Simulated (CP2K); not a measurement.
Band structure of BeO (P6_3mc, 8 atoms in the cell).

```
CELL_PARAMETERS angstrom
      2.74366     0.00000     0.00000
     -1.37183     2.37608     0.00000
      0.00000     0.00000     8.98205
ATOMIC_POSITIONS crystal
  Be 0.00000 0.00000 0.00000
  Be 0.00000 0.00000 0.50000
  Be 0.66667 0.33333 0.75018
  Be 0.33333 0.66667 0.25018
  O  0.00000 0.00000 0.81216
  O  0.00000 0.00000 0.31216
  O  0.66667 0.33333 0.56329
  O  0.33333 0.66667 0.06329
```

Computed with PBE, GPW, DZVP-MOLOPT-PBE-GTH basis, GTH-PBE potentials (POTENTIAL_UZH) run with CP2K 2026.2.

Settings: CUTOFF = 650 Ry; REL_CUTOFF = 50 Ry; SMEAR/METHOD = GAUSSIAN; SIGMA = 0.272 eV; KPOINTS/SCHEME = MONKHORST-PACK 7 7 2; GAMMA_CENTERED = T; XC_FUNCTIONAL = PBE; Be/BASIS_SET = DZVP-MOLOPT-PBE-GTH-q4; Be/POTENTIAL = GTH-PBE-q4; O/BASIS_SET = DZVP-MOLOPT-PBE-GTH-q6; O/POTENTIAL = GTH-PBE-q6; METHOD = GPW; EPS_DEFAULT = 1e-10; EXTRAPOLATION = USE_GUESS.

The starting cell was generated: these elements placed on a structure prototype, without a prior relaxation; it need not be a known phase or ordering of this composition. Its lattice was rescaled by a random factor within 2.5 % of one. Values carry the incompleteness of an atom-centred basis.

Task: Predict the gap along the standard path and the places of the band edges.

Result: The gap along the path is 6.87 eV, direct at Γ to within 0.01 eV.

Levels in eV from the top of the valence band on the SCF mesh, bands 17 to 21:
```tsv
point	17	18	19	20	21
Γ	-0.41	-0.05	0.00	0.00	6.87
M	-1.68	-1.68	-1.13	-0.84	8.96
K	-2.34	-1.94	-1.94	-1.26	12.20
A	-0.14	-0.14	-0.14	-0.14	7.66
L	-1.55	-1.55	-1.11	-1.11	9.63
H	-1.76	-1.76	-1.73	-1.73	11.90
```

Higher empty bands are left out: an atom-centred basis made for the valence describes them poorly.
